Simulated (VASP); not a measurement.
Wanted: the native input for a VASP 6.6.1 run.

- Task: single point
- Functional: LDA
- Potentials or basis: VASP PAW LDA potentials, release 64 (K_sv, I)
- Cutoff: 520 eV
- k mesh: 5 × 5 × 3
- Occupations: gaussian, width 0.01 eV
- Spin: no spin polarisation
- Dipole correction: no
- Further INCAR settings: ALGO = Normal; EDIFF = 1e-06; NBANDS = 24

The structure of KI lies in POSCAR:

```
KI
1.0
    2.5126600000     -4.2552270000      0.0000000000
    2.5126600000      4.2552270000      0.0000000000
    0.0000000000      0.0000000000      8.6765890000
K I
2 2
Direct
    0.5000000000      0.5000000000      0.5000000000
    0.5000000000      0.5000000000      0.0000000000
    0.8402300000      0.1597700000      0.2500000000
    0.1597700000      0.8402300000      0.7500000000
```

The cell comes from a database or a generator and needn't be the stable form of this composition.

These files were run (other wordings do the same):

INCAR

```
SYSTEM = KI
  PREC = Accurate
  ENCUT = 520
  EDIFF = 1E-6
  ISMEAR = 0
  SIGMA = 0.01
  LREAL = .False.
  LASPH = .True.
  NELM = 100
  ALGO = Normal
  ISIF = 2
  LWAVE = .False.
  LCHARG = .False.
  GGA = CA
  NBANDS = 24
```

KPOINTS

```
regular mesh
0
Gamma
  5 5 3
  0 0 0
```

Potentials or basis: VASP PAW LDA potentials, release 64 (K_sv, I).

Command:

```console
$ cat potpaw_LDA.64/K_sv/POTCAR potpaw_LDA.64/I/POTCAR > POTCAR
$ mpirun -np 1 vasp_std > vasp.out
```

It gave:

```yaml
Pressure: -1.7 GPa
Largest_force: 0.029 eV/Å
Band_gap_on_the_k_mesh: 3.40 eV, direct
```

Caveat: spin-orbit coupling is left out, which moves the levels of the heavy elements.

Run time: 65 s on 1 thread of Intel(R) Xeon(R) Platinum 8259CL CPU @ 2.50GHz (Skylake/Cascade Lake), with other jobs on the host, peak memory 0.29 GiB.
